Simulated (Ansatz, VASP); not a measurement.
AlN in VASP and in Ansatz

```xyz
4
Lattice="3.1901 0.0000 0.0000 -1.5950 2.7627 0.0000 0.0000 0.0000 5.1792" Properties=species:S:1:pos:R:3 pbc="T T T"
Al    0.0000    1.8418    0.1561
Al    1.5950    0.9209    2.7456
N     0.0000    1.8418    1.8379
N     1.5950    0.9209    4.4275
```

Alike in both runs: task single point; functional PBE; k mesh 9 × 9 × 6; occupations gaussian, width 0.02 eV; no spin polarisation.

|  | VASP | Ansatz |
| --- | --- | --- |
| version | VASP 6.6.1 | Ansatz 0.2.0 |
| potentials or method | VASP PAW PBE potentials, release 64 (Al, N) | scalar-relativistic, plane waves, PAW |
| plane-wave cutoff (eV) | 520 | 420 |
| valence electrons in the cell | 16 | 16 |

```tsv
	VASP	Ansatz	Ansatz less VASP
gap on the k mesh at the Fermi level (eV)	3.12	3.12	-0.006
least direct gap on the mesh (eV)	3.12	3.12	-0.006
pressure (GPa)	-1.4	-1.2	+0.15
largest component of the traceless stress (GPa)	27.61	27.33	-0.271
rms of the force components (eV/Å)	3.321	3.303	-0.0182
```

Atom by atom the forces differ by 0.018 eV/Å (rms over components).

Caveats: an odd mesh through Γ misses points on the zone boundary, where band edges often lie; forces of over 1 eV/Å show positions far from the minimum, so gaps and moduli don't describe the material at rest.
